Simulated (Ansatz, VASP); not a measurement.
## One calculation of Pb, two programs

The input INCAR:

```
PREC     = Accurate       # precision mode
ENCUT    = 520            # plane-wave cutoff, eV
EDIFF    = 1E-7           # SCF threshold, eV
ISMEAR   = -1             # smearing method
SIGMA    = 0.05           # smearing width, eV
LREAL    = F              # projectors in reciprocal space
LASPH    = T              # aspherical terms in the spheres
NELM     = 80             # most SCF steps
ALGO     = Normal         # electronic algorithm
ISIF     = 2              # what is computed and relaxed
LWAVE    = F              # write WAVECAR
LCHARG   = T              # write CHGCAR
LELF     = T              # ELF
LVHAR    = T            
NBANDS   = 13             # bands
```

Contents of KPOINTS:

```
regular mesh
0
Gamma
  14 14 14
```

Contents of POSCAR:

```
Pb
1.0
   -1.6290043113      1.6290043113      1.6290043113
    1.6290043113     -1.6290043113      1.6290043113
    1.6290043113      1.6290043113     -1.6290043113
Pb
1
Direct
    0.0000000000      0.0000000000      0.0000000000
```

Input for Ansatz:

```yaml
crystal:
  lattice:
    - [-1.6290043113, 1.6290043113, 1.6290043113]
    - [1.6290043113, -1.6290043113, 1.6290043113]
    - [1.6290043113, 1.6290043113, -1.6290043113]
  atoms:
    - { symbol: Pb, position: [0.0, 0.0, 0.0] }
kpoints:
  mp_grid: { grid: [14, 14, 14] }
scf:
  occupations: { method: fermi_dirac, width: 0.05 }
hamiltonian:
  xc: lda
  pseudopotentials: { kind: all_electron, lapw: { basis_error: 0.001 } }
output:
  forces: true
  stress: true
  eigenvalues: true
  populations: true
```

Change from the starting cell: volume scaled by 0.6, LAPW.

Alike in both runs: task single point; functional LDA; k mesh 14 × 14 × 14; occupations fermi-dirac, width 0.05 eV; no spin polarisation.

|  | VASP | Ansatz |
| --- | --- | --- |
| version | VASP 6.6.1 | Ansatz 0.2.0 |
| potentials or method | VASP PAW LDA potentials, release 64 (Pb_d) | all-electron LAPW, scalar-relativistic |
| plane-wave cutoff (eV) | 520 | see its input |

|  | VASP | Ansatz | Ansatz less VASP |
| --- | --- | --- | --- |
| pressure (GPa) | 95.2 | 94.3 | -0.89 |

Ansatz ran all-electron here, so the differences hold the error of VASP's frozen core and of both bases.

Caveats: the cell as given lies far from equilibrium; so large a pressure means that the cell lies far from this level's equilibrium, or that cutoff or potentials fall short (VASP). The runs have no spin-orbit coupling, so splittings on Pb are missing.
